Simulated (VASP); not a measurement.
# Li2 in VASP: notebook

The runs below take Li2 through single point, relaxation of the atoms, with PBE.

All numbers are computed with VASP 6.6.1; they aren't measurements. Logs are shortened: lines on timing, memory, paths and dates and some standing lists are left out, and cuts for length are marked.

## Step 1: The undisturbed molecule

The cell holds a molecule in a box, 2 atoms: a = 9.000 Å, b = 9.000 Å, c = 12.000 Å, α = 90.00°, β = 90.00°, γ = 90.00°.

## Step 2: Single point, PBE (atoms moved at random, drawn with an rms of 0.05 Å)

The input, INCAR:

```
SYSTEM = Li
PREC = Accurate ; ENCUT = 520
EDIFF = 1E-6 ; ISMEAR = 0
SIGMA = 0.01 ; LREAL = .FALSE.
LASPH = .TRUE. ; NELM = 100
ALGO = Normal ; ISIF = 2
LWAVE = .FALSE. ; LCHARG = .FALSE.
GGA = PE ; NBANDS = 10
```

The input, KPOINTS:

```
regular mesh
0
G
  1 1 1
  0 0 0
```

The input, POSCAR:

```
Li
1.0
    9.0000000000      0.0000000000      0.0000000000
    0.0000000000      9.0000000000      0.0000000000
    0.0000000000      0.0000000000     12.0000000000
Li
2
Direct
    0.5042970000      0.4990220000      0.3909820000
    0.5014150000      0.5007150000      0.6129440000
```

Potentials or basis: VASP PAW PBE potentials, release 64 (Li_sv).

Command:

```bash
cat potpaw_PBE.64/Li_sv/POTCAR > POTCAR
mpirun -np 1 vasp_gam > vasp.out
```

OUTCAR:

```text
SYSTEM = Li
   PREC = Accurate
   ENCUT = 520
   EDIFF = 1E-6
   ISMEAR = 0
   LREAL = .FALSE.
   LASPH = .TRUE.
   NELM = 100
   ISIF = 2
   GGA = PE

 ion  position               nearest neighbor table
   1  0.504  0.499  0.391-
   2  0.501  0.501  0.613-

  LATTYP: Found a simple tetragonal cell.
 ALAT       =     9.0000000000
 C/A-ratio  =     1.3333333333

  Lattice vectors:

 A1 = (   9.0000000000,   0.0000000000,   0.0000000000)
 A2 = (   0.0000000000,   9.0000000000,   0.0000000000)
 A3 = (   0.0000000000,   0.0000000000,  12.0000000000)

Analysis of symmetry for initial positions (statically):
=====================================================================
 Subroutine PRICEL returns:
 Original cell was already a primitive cell.

 Routine SETGRP: Setting up the symmetry group for a
 simple tetragonal supercell.

 Subroutine GETGRP returns: Found  2 space group operations
 (whereof  1 operations were pure point group operations)
 out of a pool of 16 trial point group operations.

The static configuration has the point symmetry C_1 .
 The point group associated with its full space group is S_2 .

Analysis of symmetry for dynamics (positions and initial velocities):
=====================================================================
 Subroutine PRICEL returns:
 Original cell was already a primitive cell.

 Routine SETGRP: Setting up the symmetry group for a
 simple tetragonal supercell.

 Subroutine GETGRP returns: Found  2 space group operations
 (whereof  1 operations were pure point group operations)
 out of a pool of 16 trial point group operations.

The dynamic configuration has the point symmetry C_1 .
 The point group associated with its full space group is S_2 .

 Subroutine INISYM returns: Found  2 space group operations
 (whereof  1 operations are pure point group operations),
 and found     1 'primitive' translations

----------------------------------------------------------------------------------------

                                     Primitive cell

  volume of cell :     972.0000

  direct lattice vectors                    reciprocal lattice vectors
     9.000000000  0.000000000  0.000000000     0.111111111  0.000000000  0.000000000
     0.000000000  9.000000000  0.000000000     0.000000000  0.111111111  0.000000000
     0.000000000  0.000000000 12.000000000     0.000000000  0.000000000  0.083333333

  length of vectors
[... 56 lines left out ...]
   ENCUT  =  520.0 eV  38.22 Ry    6.18 a.u.  16.73 16.73 22.31*2*pi/ulx,y,z
   NELM   =    100;   NELMIN=  2; NELMDL= -5     # of ELM steps
   EDIFF  = 0.1E-05   stopping-criterion for ELM
   LREAL  =      F    real-space projection
   EDIFFG = 0.1E-04   stopping-criterion for IOM
   NSW    =      0    number of steps for IOM
   IBRION =     -1    ionic relax: 0-MD 1-quasi-New 2-CG
   NFREE  =      0    steps in history (QN), initial steepest desc. (CG)
   ISIF   =      2    stress and relaxation
   ISYM   =      2    0-nonsym 1-usesym 2-fastsym
   POTIM  = 0.5000    time-step for ionic-motion
   TEBEG  =    0.0;   TEEND  =   0.0 temperature during run
   PSTRESS=    0.0 pullay stress
   NELECT =       6.0000    total number of electrons
   NUPDOWN=      -1.0000    fix difference up-down
   EMIN   =  10.00;   EMAX   =-10.00  energy-range for DOS
   EFERMI =   0.00;   METHOD = LEGACY
   ISMEAR =     0;   SIGMA  =   0.01  broadening in eV -4-tet -1-fermi 0-gaus
   EFERMI_NEDOS =   21; number of points for ismear=-14 and -15
   IALGO  =     38    algorithm
   IMIX   =      4    mixing-type and parameters
     AMIX     =   0.40;   BMIX     =  1.00
     AMIX_MAG =   1.60;   BMIX_MAG =  1.00
  volume/ion in A,a.u.               =     486.00      3279.69
  Fermi-wavevector in a.u.,A,eV,Ry     =   0.300310  0.567504  1.227057  0.090186
  Thomas-Fermi vector in A             =   1.168527
   LORBIT       =      0    0 simple, 1 ext, 2 COOP (PROOUT), +10 PAW based schemes
   GGA     = PE    functional components
   LHFCALC =     F    Hartree Fock is set to
   AEXX    =    0.0000 exact exchange contribution
   IVDW    =     0    specifies the selected vdW correction
   LEPSILON=     F    determine dielectric tensor
   LRPA    =     F    only Hartree local field effects (RPA)
 non-spin polarized calculation
 Gauss-broadening in eV      SIGMA  =   0.01
  energy-cutoff  :      520.00
  volume of cell :      972.00
 maximum number of plane-waves:     13093
 NGX is ok and might be reduce to    70
   NGX = 33   NGY = 33   NGZ = 45

 number of electron       6.0000004 magnetization

 Free energy of the ion-electron system (eV)
  ---------------------------------------------------
  ext. energy  EPLUGINS =         0.00000000
  ---------------------------------------------------
  free energy    TOTEN  =        -1.51742612 eV

  energy without entropy =       -1.51742612  energy(sigma->0) =       -1.51742612

 E-fermi :  -2.9880     XC(G=0):  -1.4999

 val. band max:       -3.0807569040   @ k =   0.0000   0.0000   0.0000
 cond. band min:      -1.5983427119   @ k =   0.0000   0.0000   0.0000
 fundamental gap:      1.4824141921
 Fermi energy:        -2.9879584576

 k-point     1 :       0.0000    0.0000    0.0000
  band No.  band energies     occupation
      1     -50.8164      2.00000
      2     -50.8043      2.00000
      3      -3.0808      2.00000
      4      -1.5983      0.00000
      5      -0.9783      0.00000
      6      -0.9783      0.00000
      7      -0.9624      0.00000
      8       0.1988      0.00000
      9       0.5644      0.00000
     10       0.5660      0.00000

------------------------ aborting loop because EDIFF is reached ----------------------------------------

  FORCE on cell =-STRESS in cart. coord.  units (eV):
  Direction    XX          YY          ZZ          XY          YZ          ZX
  --------------------------------------------------------------------------------------
  -------------------------------------------------------------------------------------
  Total       -0.2835767     -0.2846343      0.2215066     -0.0002385      0.0026532     -0.0043436
  in kB       -0.4674282     -0.4691714      0.3651161     -0.0003931      0.0043734     -0.0071598
  external PRESSURE =      -0.1904945 kB  Pullay stress =       0.0000000 kB

 VOLUME and BASIS-vectors are now :
 -----------------------------------------------------------------------------
  energy-cutoff  :      520.00
  volume of cell :      972.00
      direct lattice vectors                 reciprocal lattice vectors
     9.000000000  0.000000000  0.000000000     0.111111111  0.000000000  0.000000000
     0.000000000  9.000000000  0.000000000     0.000000000  0.111111111  0.000000000
     0.000000000  0.000000000 12.000000000     0.000000000  0.000000000  0.083333333

 POSITION                                       TOTAL-FORCE (eV/Angst)
 -----------------------------------------------------------------------------------
      4.53867      4.49120      4.69178         0.002224     -0.000350     -0.123218
      4.51274      4.50643      7.35533        -0.002224      0.000350      0.123218
 -----------------------------------------------------------------------------------
    total drift:                               -0.000010      0.000008      0.000009

  FREE ENERGIE OF THE ION-ELECTRON SYSTEM (eV)
  ---------------------------------------------------
  free  energy   TOTEN  =        -1.5174261161 eV

  energy  without entropy=       -1.5174261161  energy(sigma->0) =       -1.51742612
```

OSZICAR:

```text
N       E                     dE             d eps       ncg     rms          rms(c)
DAV:   1     0.995640956655E+01    0.99564E+01   -0.29029E+03    28   0.328E+02
DAV:   2     0.211735859479E+01   -0.78391E+01   -0.77799E+01    36   0.523E+01
DAV:   3    -0.124696294329E+01   -0.33643E+01   -0.33603E+01    38   0.361E+01
DAV:   4    -0.175732503589E+01   -0.51036E+00   -0.51026E+00    32   0.140E+01
DAV:   5    -0.180281448317E+01   -0.45489E-01   -0.45489E-01    40   0.470E+00    0.170E+00
DAV:   6    -0.163258572945E+01    0.17023E+00   -0.13629E-01    22   0.137E+00    0.100E+00
DAV:   7    -0.150269344910E+01    0.12989E+00   -0.57163E-01    20   0.199E+00    0.345E-01
DAV:   8    -0.152132101072E+01   -0.18628E-01   -0.64361E-02    20   0.763E-01    0.248E-01
DAV:   9    -0.150778468583E+01    0.13536E-01   -0.31460E-02    32   0.496E-01    0.818E-02
DAV:  10    -0.151214918465E+01   -0.43645E-02   -0.28434E-03    22   0.210E-01    0.418E-02
DAV:  11    -0.151287188671E+01   -0.72270E-03   -0.90373E-04    24   0.743E-02    0.387E-02
DAV:  12    -0.151622413927E+01   -0.33523E-02   -0.38380E-03    36   0.179E-01    0.223E-02
DAV:  13    -0.151702112285E+01   -0.79698E-03   -0.46909E-04    40   0.672E-02    0.184E-02
DAV:  14    -0.151740737664E+01   -0.38625E-03   -0.30506E-04    40   0.593E-02    0.356E-03
DAV:  15    -0.151742002683E+01   -0.12650E-04   -0.83347E-06    22   0.155E-02    0.366E-03
DAV:  16    -0.151742580397E+01   -0.57771E-05   -0.11836E-05    24   0.177E-02    0.104E-03
DAV:  17    -0.151742611613E+01   -0.31216E-06   -0.83492E-07    40   0.444E-03
   1 F= -.15174261E+01 E0= -.15174261E+01  d E =-.224870E-39
```

It took 75 s on 1 thread of Intel Xeon Platinum 8375C at 2.90GHz (Ice Lake), shared host; peak memory 0.76 GiB.

What came out:

```
Free energy                     : -1.5174 eV
Largest force                   : 0.123 eV/Å
Gap between the frontier levels : 1.48 eV
```

Forces on the atoms (eV/Å):
```
Li   0.002  0.000 -0.123
Li  -0.002  0.000  0.123
```

Caveat: the cutoff is under 1.25 times the usual one of these potentials, so pressure, stress and relaxed cells hold a basis-set (Pulay) error.

## Step 3: Relaxation of the atoms, PBE (atoms moved at random, drawn with an rms of 0.02 Å)

The input, INCAR:

```
SYSTEM = Li
  PREC = Accurate
  ENCUT = 520
  EDIFF = 1E-6
  ISMEAR = 0
  SIGMA = 0.01
  LREAL = .False.
  LASPH = .True.
  NELM = 60
  ALGO = Normal
  ISIF = 2
  LWAVE = .False.
  LCHARG = .False.
  GGA = PE
  IBRION = 2
  NSW = 40
  EDIFFG = -0.02
```

The input, KPOINTS:

```
Automatic mesh
0
Gamma
  1 1 1
  0 0 0
```

The input, POSCAR:

```
Li
1.0
    9.0000000000      0.0000000000      0.0000000000
    0.0000000000      9.0000000000      0.0000000000
    0.0000000000      0.0000000000     12.0000000000
Li
2
Direct
    0.4994780000      0.5026080000      0.3915920000
    0.5036790000      0.5029780000      0.6126700000
```

Potentials or basis: VASP PAW PBE potentials, release 64 (Li_sv).

Command:

```bash
cat potpaw_PBE.64/Li_sv/POTCAR > POTCAR
mpirun -np 1 vasp_gam > vasp.out
```

Run time: 3.9 min. Hardware: 1 thread of Intel Xeon Platinum 8375C at 2.90GHz (Ice Lake), shared host; peak memory 0.84 GiB.

Results (log left out):

| Item | Value |
| --- | --- |
| Free energy | -1.5223 eV |
| Energy gained by relaxing | 3.1 meV/atom |
| Ionic steps | 5 |
| Gap between the frontier levels | 1.43 eV |

Forces on the atoms (eV/Å):
```
Li  -0.001  0.000  0.003
Li   0.001  0.000 -0.003
```

The path:
```csv
step,energy change (eV),largest force (eV/Å),pressure (GPa)
1,0.0000,0.1414,-0.02
2,-0.0018,0.1185,-0.02
3,-0.0053,0.0535,-0.03
4,-0.0050,0.0573,-0.05
5,-0.0063,0.0029,-0.04
```

Final structure:
```cif
data_structure
_symmetry_space_group_name_H-M 'P 1'
_symmetry_Int_Tables_number 1
_cell_length_a 9.0000
_cell_length_b 9.0000
_cell_length_c 12.0000
_cell_angle_alpha 90.000
_cell_angle_beta 90.000
_cell_angle_gamma 90.000
_cell_volume 972.00
loop_
_atom_site_label
_atom_site_type_symbol
_atom_site_fract_x
_atom_site_fract_y
_atom_site_fract_z
_atom_site_occupancy
Li1 Li 0.49938 0.50260 0.38767 1
Li2 Li 0.50377 0.50299 0.61659 1
```

Levels at points of the mesh, in eV from the valence-band top:
| k point | band 1 | band 2 | band 3 | band 4 | band 5 | band 6 | band 7 |
| --- | --- | --- | --- | --- | --- | --- | --- |
| (0.00, 0.00, 0.00) | -47.79 | -47.79 | 0.00 | 1.43 | 2.08 | 2.11 | 2.11 |

Caveat: the cutoff is under 1.25 times the usual one of these potentials, so pressure, stress and relaxed cells hold a basis-set (Pulay) error.
